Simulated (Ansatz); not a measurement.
A run of Ansatz 0.2.0 is set up as follows.

Contents of input.yaml:

```yaml
crystal:
  lattice:
    - [0.0, 2.11656, 2.11656]
    - [2.11656, 0.0, 2.11656]
    - [2.11656, 2.11656, 0.0]
  atoms:
    - { symbol: Cu, position: [0.02949772, 0.02810087, 0.90802599] }
    - { symbol: O, position: [0.47050228, 0.47189913, 0.59197401] }
hamiltonian:
  xc: lda
  pseudopotentials: { kind: paw }
  hubbard: { sites: [{ species: Cu, l: d, u_eff: 5.3 }] }
kpoints:
  mp_grid: { grid: [11, 11, 11] }
scf:
  occupations: { method: fermi_dirac, width: 0.05 }
output:
  forces: true
  stress: true
  eigenvalues: true
relax:
  f_tol: 0.01
  max_steps: 40
  cell: { stress_tol: 0.05 }
```

Potentials or basis: Ansatz PAW.

The run is started by

```console
$ ansatz run input.yaml --threads 2 --pin off --max-ram 5632MiB --backend cpu --events-out ev --progress --plain --runs-dir out
```

**Question.** What does it give for the space group after relaxing (to 0.05 Å)?

**Answer.** Fm-3m (No. 225).

**Question.** What does it give for the relaxed cell?

**Answer.** a = 2.928 Å, b = 2.928 Å, c = 2.928 Å, α = 60.00°, β = 60.00°, γ = 60.00°.

**Question.** Predict the relaxed volume.

**Answer.** 8.88 Å³/atom.

Step by step:
```tsv
step	energy change (eV)	largest force (eV/Å)	volume (Å³)
1	0.0000	0.9467	18.96
2	-0.0432	1.1023	18.82
3	-0.0955	1.2824	18.63
4	-0.4188	0.3853	17.69
5	-0.4542	0.0068	17.92
6	-0.4564	0.0146	17.81
7	-0.4567	0.0002	17.79
8	-0.4507	0.0002	17.79
9	-0.4510	0.0000	17.75
10	-0.4506	0.0000	17.75
```

Caveat: the electronic state changed during the relaxation; the plane-wave basis is chosen anew once the cell has moved, so the energies of steps on either side of that aren't comparable; the pressure holds a Pulay correction of +1.1 GPa for the finite cutoff; an odd number of electrons without spin polarisation forces a metal; a magnetic or distorted state may lie lower; the run has no spin polarisation, though such a crystal can be magnetic; U without spin polarisation on a metal has little footing; the PAW data sets come from PBE, with cores solved anew for the run's functional, which leaves a small shift of forces and pressure.
